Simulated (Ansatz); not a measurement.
# Te2Mo in Ansatz: notebook

One slab, Te2Mo, is run at these levels: r2SCAN+U; tasks: single point.

Program: Ansatz 0.2.0. These are calculated values, not measurements. Logs are shortened: lines on timing, memory, paths and dates and some standing lists are left out, and cuts for length are marked.

**1. Starting point**

The cell holds a slab with vacuum, 9 atoms: a = 3.562 Å, b = 3.562 Å, c = 31.563 Å, α = 90.00°, β = 90.00°, γ = 120.00°.

**2. Single point, r2SCAN+U**

File input.yaml:

```yaml
crystal:
  lattice:
    - [3.5624185427, 0.0, 0.0]
    - [-1.7812092714, 3.0851449569, 0.0]
    - [0.0, 0.0, 31.56326574]
  atoms:
    - { symbol: Te, position: [0.0, 0.0, 0.05676208] }
    - { symbol: Te, position: [0.3333333333, 0.6666666667, 0.28898622] }
    - { symbol: Te, position: [0.3333333333, 0.6666666667, 0.82440425] }
    - { symbol: Te, position: [0.3333333333, 0.6666666667, 0.17559575] }
    - { symbol: Te, position: [0.3333333333, 0.6666666667, 0.71101378] }
    - { symbol: Te, position: [0.0, 0.0, 0.94323792] }
    - { symbol: Mo, position: [0.3333333333, 0.6666666667, 0.0] }
    - { symbol: Mo, position: [0.0, 0.0, 0.23230601] }
    - { symbol: Mo, position: [0.0, 0.0, 0.76769399] }
hamiltonian:
  xc: r2scan
  pseudopotentials: { kind: paw }
  hubbard: { sites: [{ species: Mo, l: d, u_eff: 3.0 }] }
kpoints:
  mp_grid: { grid: [7, 7, 1] }
scf:
  occupations: { method: fermi_dirac, width: 0.05 }
output:
  forces: true
  stress: true
  eigenvalues: true
```

Potentials or basis: Ansatz PAW.

Run with:

```sh
ansatz run input.yaml --threads 4 --pin off --max-ram 11264MiB --backend cpu --events-out ev --progress --plain --runs-dir out
```

The log of the run:

```text
Warning: RAYON_NUM_THREADS=4 ignored (pool sized by the plan → 4); use --threads N
Te: projections on atomic orbitals take those of the free atom [Kr] 4d10 5s2 5p4, of charge +0.00 (hamiltonian.pseudopotentials.projection_atoms); the dataset's partial waves leave at most 7.8e-6 of an orbital's norm unspanned inside its sphere
Mo: projections on atomic orbitals take those of the free atom [Ar 3d10] 4s2 4p6 4d5 5s1, of charge +0.00 (hamiltonian.pseudopotentials.projection_atoms); the dataset's partial waves leave at most 6.0e-6 of an orbital's norm unspanned inside its sphere
Engine: ansatz 0.2.0, aarch64-unknown-linux-gnu
Pseudopotentials: kind: paw
Pseudopotential: Te, paw, valence charge 16, recommended cutoff 500 eV (meta_gga), Te.paw.azcp
Pseudopotential: Mo, paw, valence charge 14, recommended cutoff 500 eV (meta_gga), Mo.paw.azcp
Functional definition: r2SCAN
  parameter k0 = 0.174
  parameter k1 = 0.065
  parameter a1 = 4.9479
  exchange = r2scan_x(k0 = k0, k1 = k1, a1 = a1)
  correlation = r2scan_c
Crystal: 9 atoms, lattice volume = 346.899 Å³
Basis set: ecut = 500 eV, 8923 PW (Γ), exchange–correlation on 108×108×960 points (64 copies of the dense FFT grid, shifted against one another)
Bands: 83, of which v1, the nominal top of the filled ones, is band 69 counted from 1 (68 counted from 0)
Symmetry: 12 space group operations
Space group: P-6m2 (ITA 187), of the structure as read, at distance tolerance 7.0e-5 Å
k-points: 8 of 49 (time reversal used)
Non-local potential: Te, projectors of the file, l = 0: 2, l = 1: 2, l = 2: 2, l = 3: 2
Non-local potential: Mo, projectors of the file, l = 0: 3, l = 1: 2, l = 2: 2, l = 3: 1
PAW form: soft (Blöchl's): semilocal exchange-correlation on the pseudo side does not see the compensation charge
PAW frozen core: Te, regenerated for the run's functional (the file was generated under x = pbe(κ = 0.804, μ = 0.2195149727645171), c = pbe(β = 0.06672455060314922))
PAW frozen core: Mo, regenerated for the run's functional (the file was generated under x = pbe(κ = 0.804, μ = 0.2195149727645171), c = pbe(β = 0.06672455060314922))
PAW one-centre angular grid: Te, 590 points (default); XC on 160 Gauss nodes
PAW one-centre angular grid: Mo, 590 points (default); XC on 160 Gauss nodes
Initial density: superposition of atomic densities (neutral atoms: chi_scale 0, normalization atom)
Initial wavefunctions: pseudopotential atomic-orbital guess
Functional: x = r2scan, c = r2scan; τ floored in thin density (d = 2e-4 eV/Å³)
SCF iter   1: F=—  HF=-56864.650254 eV  |F-HF|=—  |Δ(HF+E_count)|=         —  Δρ=4.26e-2  dr2=8.95e0  dr2_τ=4.24e-1  ethr=3.10e-3  ⟨swp⟩=9.1  Hψ=2763  notcnv=0
preconditioner: auto → Resta (q_TF=auto, 2.340 Å⁻¹)  ε∞=4.5  [insulator: Δε(μ)=1.262 eV  Ē_g=7.834 eV  σ=0.050 eV  W_gap=1.00  n_scr=88 (ndim 8)  ℏωp=14.7 eV  f_vac=0.316  D(μ)=0.00/eV (n_scr^D=0)  ε∞_Penn≈4.5  vacuum switching on, ρ_ref=4.5e-3 e/Å³]
SCF iter   2: F=—  HF=-56863.577308 eV  |F-HF|=—  |Δ(HF+E_count)|=    1.07e0  Δρ=1.85e-2  dr2=4.49e0  dr2_τ=6.46e-1  ethr=3.10e-3  ⟨swp⟩=3.0  Hψ=1297  notcnv=0  defer=25
SCF iter   3: F=—  HF=-56863.251300 eV  |F-HF|=—  |Δ(HF+E_count)|=   3.26e-1  Δρ=1.15e-2  dr2=5.85e-1  dr2_τ=1.30e-2  ethr=3.10e-3  ⟨swp⟩=3.0  Hψ=854  notcnv=0  defer=25
SCF iter   4: F=—  HF=-56863.250223 eV  |F-HF|=—  |Δ(HF+E_count)|=   1.08e-3  Δρ=2.04e-3  dr2=2.20e-2  dr2_τ=1.30e-3  ethr=4.24e-4  ⟨swp⟩=3.4  Hψ=1253  notcnv=0  defer=22
SCF iter   5: F=—  HF=-56863.256969 eV  |F-HF|=—  |Δ(HF+E_count)|=   6.75e-3  Δρ=8.03e-4  dr2=4.29e-3  dr2_τ=2.11e-4  ethr=1.60e-5  ⟨swp⟩=2.1  Hψ=921  notcnv=0  defer=22
SCF iter   6: F=—  HF=-56863.258298 eV  |F-HF|=—  |Δ(HF+E_count)|=   1.33e-3  Δρ=4.72e-4  dr2=3.40e-3  dr2_τ=1.41e-4  ethr=3.11e-6  ⟨swp⟩=2.0  Hψ=930  notcnv=0  defer=22
SCF iter   7: F=—  HF=-56863.258090 eV  |F-HF|=—  |Δ(HF+E_count)|=   2.08e-4  Δρ=1.50e-4  dr2=1.58e-4  dr2_τ=7.21e-6  ethr=2.46e-6  ⟨swp⟩=2.0  Hψ=717  notcnv=0  defer=22
SCF iter   8: F=—  HF=-56863.258217 eV  |F-HF|=—  |Δ(HF+E_count)|=   1.27e-4  Δρ=5.26e-5  dr2=4.92e-5  dr2_τ=9.69e-7  ethr=1.14e-7  ⟨swp⟩=2.2  Hψ=854  notcnv=0  defer=22
SCF iter   9: F=—  HF=-56863.258344 eV  |F-HF|=—  |Δ(HF+E_count)|=   1.28e-4  Δρ=2.83e-5  dr2=1.27e-5  dr2_τ=4.29e-7  ethr=3.56e-8  ⟨swp⟩=2.0  Hψ=795  notcnv=0  defer=22
SCF iter  10: F=—  HF=-56863.258350 eV  |F-HF|=—  |Δ(HF+E_count)|=   5.59e-6  Δρ=9.66e-6  dr2=1.25e-6  dr2_τ=3.23e-8  ethr=9.19e-9  ⟨swp⟩=2.0  Hψ=829  notcnv=0  defer=22
SCF iter  11: F=—  HF=-56863.258352 eV  |F-HF|=—  |Δ(HF+E_count)|=   1.75e-6  Δρ=4.12e-6  dr2=2.19e-7  dr2_τ=2.48e-9  ethr=9.07e-10  ⟨swp⟩=2.4  Hψ=863  notcnv=0  defer=22
SCF iter  12: F=-56863.258352 eV  HF=-56863.258352 eV  |F-HF|=1.18e-9  |Δ(HF+E_count)|=   2.71e-7  Δρ=1.44e-6  dr2=2.03e-8  dr2_τ=4.83e-10  ethr=7.25e-11  ⟨swp⟩=14.6  Hψ=2794  notcnv=0
SCF 1 converged in 12 iterations: F = -56863.258352 eV  dr2 = 2.03e-8
SCF converged after 12 iterations
Free energy (F): -56863.258352 eV
Harris-Foulkes:  -56863.258352 eV  (|F-HF|=1.18e-9)
Internal energy: -56863.258350 eV  (E = F + TS)
E sigma→0 (E₀):  -56863.258351 eV
Entropy (-TS):   -0.000002 eV (-0.000 meV/atom)
Fermi energy:    6.609953 eV
--- Per-component energies (eV) ---
  E_band       = -2663.954093
  E_kinetic    = 2406.141752
  E_local      = -97498.131862  (includes V_loc(G=0)·N_el)
  E_nonlocal   = -1430.066311
  E_hartree    = 48997.102099
  E_xc         = -1226.534594
  E_vxc        = -1438.386016  (∫ρ·V_xc dr)
  E_hubbard    = 11.123607  (on-site DFT+U / exact-exchange correction)
  E_vhub       = -2.410444  (the Hubbard potential's part of the band-sum identity)
  E_paw        = -37773.804099  (= ΣΔE_a)
  E_vpaw       = -2787.110530  (= ΣTr[D̂ρ^β])
  E_aug_tail   = -0.000238  (compensation charges beyond the density's cutoff)
  E_vtau       = 91.819583  (kinetic-family band-sum trace: ∫τ·v_τ [+ j·A + Jᵃ·Aᵃ] dr)
  E_ewald      = 29649.865774
  E_core_change = 1.045522  (= ΣΔE_core)
  E_smearing   = -0.000002  (= −TS)
  E_closure    = -0.000000  (closes the sum)
  Σ components = -56863.258352   (vs F -56863.258352, Δ=0.00e0)
--- Forces (eV/Å), atoms counted from 1 ---
  atom   1  Te     0.00000000     0.00000000    -0.07876795
  atom   2  Te    -0.00000000    -0.00000000    -0.06173011
  atom   3  Te    -0.00000000    -0.00000000    -0.05151761
  atom   4  Te    -0.00000000    -0.00000000     0.05151761
  atom   5  Te    -0.00000000    -0.00000000     0.06173011
  atom   6  Te     0.00000000     0.00000000     0.07876795
  atom   7  Mo    -0.00000000    -0.00000000     0.00000000
  atom   8  Mo     0.00000000     0.00000000     0.01534300
  atom   9  Mo     0.00000000     0.00000000    -0.01534300
  max |Σ_I F_I| component: 2.31e-17 eV/Å
--- Stress (GPa, compression-positive) ---
       -0.161474       0.000000       0.000000
        0.000000      -0.161474       0.000000
        0.000000       0.000000      -0.282860
  P = ⅓ Tr σ = -0.2019 GPa (-2.019 kbar)
--- Band table (eV; the first three rows and the last of 8) ---
  k-point 0: bands = ["-56.4145", "-56.4143", "-56.4143", "-31.3150", "-31.3150", "-31.3136", "-31.3136", "-31.3136", "-31.3136", "-31.2987", "-31.2987", "-31.2971", "-31.2971", "-31.2971", "-31.2971", "-31.2404", "-31.2404", "-31.2377", "-31.2377", "-31.2377", "-31.2377", "-31.2271", "-31.2271", "-31.2236", "-31.2236", "-31.2236", "-31.2236", "-31.2115", "-31.2084", "-31.2083", "-31.2006", "-31.1960", "-31.1960", "-29.8076", "-29.8075", "-29.8075", "-29.7133", "-29.7133", "-29.7133", "-29.7133", "-29.7131", "-29.7131", "-7.0342", "-6.9776", "-6.9156", "-6.0276", "-5.9255", "-5.8342", "0.5776", "0.8641", "1.1805", "3.7246", "4.2496", "4.2496", "4.2506", "4.2506", "4.2587", "4.2587", "4.3122", "4.9969", "5.1135", "5.1135", "5.1177", "5.1177", "5.1281", "5.1281", "5.4038", "5.8500", "6.0153", "9.2416", "9.2416", "9.2679", "9.2679", "9.2922", "9.2922", "9.5201", "9.5201", "9.5738", "9.5738", "9.6130", "9.6130", "10.8960", "11.2100"]
  k-point 1: bands = ["-56.4127", "-56.4126", "-56.4126", "-31.3122", "-31.3108", "-31.3108", "-31.3105", "-31.3091", "-31.3091", "-31.3029", "-31.3013", "-31.3013", "-31.2948", "-31.2933", "-31.2933", "-31.2422", "-31.2412", "-31.2396", "-31.2396", "-31.2387", "-31.2387", "-31.2329", "-31.2294", "-31.2294", "-31.2274", "-31.2240", "-31.2240", "-31.2099", "-31.2067", "-31.2067", "-31.1984", "-31.1939", "-31.1939", "-29.7928", "-29.7926", "-29.7926", "-29.7397", "-29.7397", "-29.7395", "-29.7177", "-29.7177", "-29.7175", "-6.7500", "-6.6945", "-6.6334", "-5.8302", "-5.7337", "-5.6480", "0.8810", "1.1597", "1.4720", "3.4403", "3.6551", "3.6689", "3.6747", "3.8425", "4.1236", "4.4768", "4.4805", "4.4910", "4.7554", "4.7631", "4.7765", "5.0666", "5.1500", "5.4033", "5.4288", "5.8106", "5.8237", "8.4125", "8.4698", "8.5284", "8.5560", "8.6165", "8.6488", "8.9498", "9.0140", "9.0766", "9.4515", "9.5139", "9.5604", "11.2409", "11.5645"]
  k-point 2: bands = ["-56.4090", "-56.4088", "-56.4088", "-31.3144", "-31.3129", "-31.3129", "-31.3055", "-31.3039", "-31.3039", "-31.3008", "-31.2992", "-31.2992", "-31.2862", "-31.2846", "-31.2846", "-31.2461", "-31.2436", "-31.2435", "-31.2435", "-31.2429", "-31.2421", "-31.2421", "-31.2383", "-31.2383", "-31.2282", "-31.2248", "-31.2248", "-31.2067", "-31.2035", "-31.2035", "-31.1935", "-31.1890", "-31.1890", "-29.7989", "-29.7989", "-29.7984", "-29.7601", "-29.7596", "-29.7596", "-29.7277", "-29.7277", "-29.7275", "-5.9883", "-5.9383", "-5.8827", "-5.3033", "-5.2256", "-5.1578", "1.4656", "1.6555", "1.8471", "2.3735", "2.4182", "2.5651", "2.6593", "2.8198", "2.8587", "4.1081", "4.1206", "4.1392", "4.5468", "4.7411", "4.9707", "5.0332", "5.0497", "5.0706", "5.0918", "5.1649", "5.1794", "7.5218", "7.6827", "7.8710", "8.0672", "8.1237", "8.1769", "8.5486", "8.8008", "9.1075", "9.7194", "9.8271", "9.9189", "12.0928", "12.3200"]
  k-point 7: bands = ["-56.4048", "-56.4046", "-56.4046", "-31.3223", "-31.3208", "-31.3208", "-31.2967", "-31.2950", "-31.2950", "-31.2892", "-31.2876", "-31.2876", "-31.2857", "-31.2840", "-31.2840", "-31.2608", "-31.2584", "-31.2584", "-31.2470", "-31.2445", "-31.2445", "-31.2340", "-31.2321", "-31.2307", "-31.2307", "-31.2288", "-31.2287", "-31.2055", "-31.2021", "-31.2021", "-31.1885", "-31.1841", "-31.1841", "-29.8333", "-29.8333", "-29.8326", "-29.7708", "-29.7708", "-29.7707", "-29.7240", "-29.7233", "-29.7233", "-4.7893", "-4.7710", "-4.7508", "-4.4800", "-4.4567", "-4.4376", "1.2752", "1.3036", "1.3209", "1.5017", "1.5399", "1.5782", "2.6351", "2.6416", "2.6493", "2.8210", "2.8345", "3.0227", "3.0495", "3.2210", "3.2259", "4.3568", "4.3858", "4.4469", "5.8583", "5.8999", "5.9411", "7.2622", "7.3044", "7.3398", "8.0246", "8.2050", "8.3488", "8.3914", "8.5310", "8.5325", "10.0047", "10.2109", "10.4446", "11.4043", "11.5112"]
Occupation matrices written to <dir>
```

It took 16 s on 4 threads of Arm Neoverse V2, shared host; peak memory 1.6 GiB.

What came out:

| Property | Result |
| --- | --- |
| Free energy | -56863.2584 eV |
| Largest force | 0.079 eV/Å |
| Band gap on the k mesh | 1.25 eV, indirect (least direct gap 1.32 eV) |

Forces on the atoms (eV/Å):
```
Te   0.000  0.000 -0.079
Te   0.000  0.000 -0.062
Te   0.000  0.000 -0.052
Te   0.000  0.000  0.052
Te   0.000  0.000  0.062
Te   0.000  0.000  0.079
Mo   0.000  0.000  0.000
Mo   0.000  0.000  0.015
Mo   0.000  0.000 -0.015
```

Stress tensor (GPa, compression positive):
```
-0.16  0.00  0.00
 0.00 -0.16  0.00
 0.00  0.00 -0.28
```

Levels at points of the mesh, in eV from the valence-band top:
| k point | band 67 | band 68 | band 69 | band 70 | band 71 | band 72 |
| --- | --- | --- | --- | --- | --- | --- |
| (0.00, 0.00, 0.00) | -0.61 | -0.17 | 0.00 | 3.23 | 3.23 | 3.25 |

Eigenvalues of the final occupation matrices:
| site | spin | trace | eigenvalues |
| --- | --- | --- | --- |
| site 1 | 1 | 2.74 | 0.53 0.53 0.55 0.55 0.59 |
| site 2 | 1 | 2.74 | 0.53 0.53 0.55 0.55 0.59 |
| site 3 | 1 | 2.74 | 0.53 0.53 0.55 0.55 0.59 |

Caveat: odd divisions of the mesh miss points on the zone boundary, where band edges often lie, so the gap on the mesh can be too wide; spin-orbit coupling is left out, which moves the levels of the heavy elements; the PAW data sets come from PBE, with cores solved anew for the run's functional, which leaves a small shift of forces and pressure; the U is typed as a test and isn't derived for this compound.

**3. Single point, r2SCAN+U**

Edit input.yaml of step 2 so:

```diff
@@ -18,3 +18,3 @@
   pseudopotentials: { kind: paw }
-  hubbard: { sites: [{ species: Mo, l: d, u_eff: 3.0 }] }
+  hubbard: { sites: [{ species: Mo, l: d, u_eff: 4.0 }] }
 kpoints:
```

Potentials or basis: Ansatz PAW.

Run with:

```sh
ansatz run input.yaml --threads 4 --pin off --max-ram 11264MiB --backend cpu --events-out ev --progress --plain --runs-dir out
```

The log of the run:

```text
Warning: RAYON_NUM_THREADS=4 ignored (pool sized by the plan → 4); use --threads N
[... 89 lines left out ...]
  k-point 7: bands = ["-56.3636", "-56.3634", "-56.3634", "-31.3258", "-31.3242", "-31.3242", "-31.3012", "-31.2995", "-31.2995", "-31.2943", "-31.2927", "-31.2927", "-31.2908", "-31.2891", "-31.2891", "-31.2649", "-31.2625", "-31.2624", "-31.2513", "-31.2486", "-31.2486", "-31.2383", "-31.2365", "-31.2350", "-31.2350", "-31.2331", "-31.2331", "-31.2093", "-31.2059", "-31.2059", "-31.1925", "-31.1880", "-31.1880", "-29.8028", "-29.8028", "-29.8021", "-29.7410", "-29.7410", "-29.7407", "-29.6716", "-29.6708", "-29.6708", "-4.7909", "-4.7725", "-4.7523", "-4.4825", "-4.4592", "-4.4400", "1.2643", "1.2929", "1.3101", "1.5019", "1.5402", "1.5788", "2.6285", "2.6343", "2.6399", "2.8181", "2.8320", "3.0170", "3.0511", "3.2222", "3.2249", "4.3591", "4.3880", "4.4496", "5.8367", "5.8783", "5.9192", "7.1872", "7.2304", "7.2663", "8.0303", "8.2057", "8.3481", "8.3892", "8.5271", "8.5381", "10.0147", "10.2209", "10.4552", "11.4086", "11.5156"]
Occupation matrices written to <dir>
```

occupation_matrices:

```text
# The occupation matrices of the corrected shells as a run of Ansatz 0.0.0 ended. An entry of
# hamiltonian.hubbard.sites starts from them by `starting_ns: <path of this file>`, where that key's refused
# combinations let it.
# Free energy -56859.553000 eV.
[... 40 lines left out ...]
  site8_d:
    matrix:
      - [0.6037770443818058, 4.0657581468206416e-20, 6.776263578034403e-20, -1.5612511283791264e-17, 1.5612511283791264e-17]
      - [2.710505431213761e-20, 0.5282608182890195, -1.8648277366750676e-17, 3.1265544623779173e-15, -0.00012860780186963865]
      - [5.421010862427522e-20, -2.7755575615628914e-17, 0.5282608182890195, -0.0001286078018696389, -3.1264189371063567e-15]
      - [-1.5612511283791264e-17, 3.1265544623779173e-15, -0.00012860780186963892, 0.5419971933485663, -8.673617379884035e-18]
      - [1.5612511283791264e-17, -0.0001286078018696387, -3.1264189371063567e-15, 0.0, 0.5419971933485663]
```

Run time: 16 s. Hardware: 4 threads of Arm Neoverse V2, shared host; peak memory 1.6 GiB.

Results:

| Item | Value |
| --- | --- |
| Free energy | -56859.5530 eV |
| Largest force | 0.099 eV/Å |
| Band gap on the k mesh | 1.24 eV, indirect (least direct gap 1.27 eV) |

Forces in eV/Å, atoms in the order of the input:
```
Te   0.000  0.000 -0.099
Te   0.000  0.000 -0.083
Te   0.000  0.000 -0.072
Te   0.000  0.000  0.072
Te   0.000  0.000  0.083
Te   0.000  0.000  0.099
Mo   0.000  0.000  0.000
Mo   0.000  0.000  0.015
Mo   0.000  0.000 -0.015
```

Stress tensor (GPa, compression positive):
```
-0.19  0.00  0.00
 0.00 -0.19  0.00
 0.00  0.00 -0.39
```

Levels at points of the mesh, in eV from the valence-band top:
```
           k point  band 67  band 68  band 69  band 70  band 71  band 72
(0.00, 0.00, 0.00)    -0.62    -0.15     0.00     3.30     3.30     3.33
```

Eigenvalues of the final occupation matrices:
```
  site  spin  trace               eigenvalues
site 1     1   2.74  0.53 0.53 0.54 0.54 0.60
site 2     1   2.74  0.53 0.53 0.54 0.54 0.60
site 3     1   2.74  0.53 0.53 0.54 0.54 0.60
```

Caveat: odd divisions of the mesh miss points on the zone boundary, where band edges often lie, so the gap on the mesh can be too wide; spin-orbit coupling is left out, which moves the levels of the heavy elements; the PAW data sets come from PBE, with cores solved anew for the run's functional, which leaves a small shift of forces and pressure; the U is typed as a test and isn't derived for this compound.

**4. Single point, r2SCAN+U**

Edit input.yaml of step 3 so:

```diff
@@ -18,3 +18,3 @@
   pseudopotentials: { kind: paw }
-  hubbard: { sites: [{ species: Mo, l: d, u_eff: 4.0 }] }
+  hubbard: { sites: [{ species: Mo, l: d, u_eff: 5.0 }] }
 kpoints:
```

Run with:

```sh
ansatz run input.yaml --threads 4 --pin off --max-ram 11264MiB --backend cpu --events-out ev --progress --plain --runs-dir out
```

Run time: 16 s. Hardware: 4 threads of Arm Neoverse V2, shared host; peak memory 1.6 GiB.

It converged, with:

```
Free energy            : -56855.8565 eV
Largest force          : 0.125 eV/Å
Band gap on the k mesh : 1.15 eV, direct
```

Forces in eV/Å, atoms in the order of the input:
```
Te   0.000  0.000 -0.125
Te   0.000  0.000 -0.111
Te   0.000  0.000 -0.098
Te   0.000  0.000  0.098
Te   0.000  0.000  0.111
Te   0.000  0.000  0.125
Mo   0.000  0.000  0.000
Mo   0.000  0.000  0.016
Mo   0.000  0.000 -0.016
```

Stress tensor (GPa, compression positive):
```
-0.10  0.00  0.00
 0.00 -0.10  0.00
 0.00  0.00 -0.53
```

Levels at points of the mesh, in eV from the valence-band top:
```csv
k point,band 65,band 66,band 67,band 68,band 69,band 70,band 71,band 72,band 73,band 74
"(0.00, 0.00, 0.00)",-0.74,-0.74,-0.72,-0.20,-0.08,3.35,3.35,3.38,3.38,3.40
```

Eigenvalues of the final occupation matrices:
| site | spin | trace | eigenvalues |
| --- | --- | --- | --- |
| site 1 | 1 | 2.75 | 0.53 0.53 0.53 0.53 0.63 |
| site 2 | 1 | 2.75 | 0.53 0.53 0.53 0.53 0.63 |
| site 3 | 1 | 2.75 | 0.53 0.53 0.53 0.53 0.63 |

Caveat: odd divisions of the mesh miss points on the zone boundary, where band edges often lie, so the gap on the mesh can be too wide; spin-orbit coupling is left out, which moves the levels of the heavy elements; the PAW data sets come from PBE, with cores solved anew for the run's functional, which leaves a small shift of forces and pressure; the U is typed as a test and isn't derived for this compound.

(Part 1 of 2 ends here.)
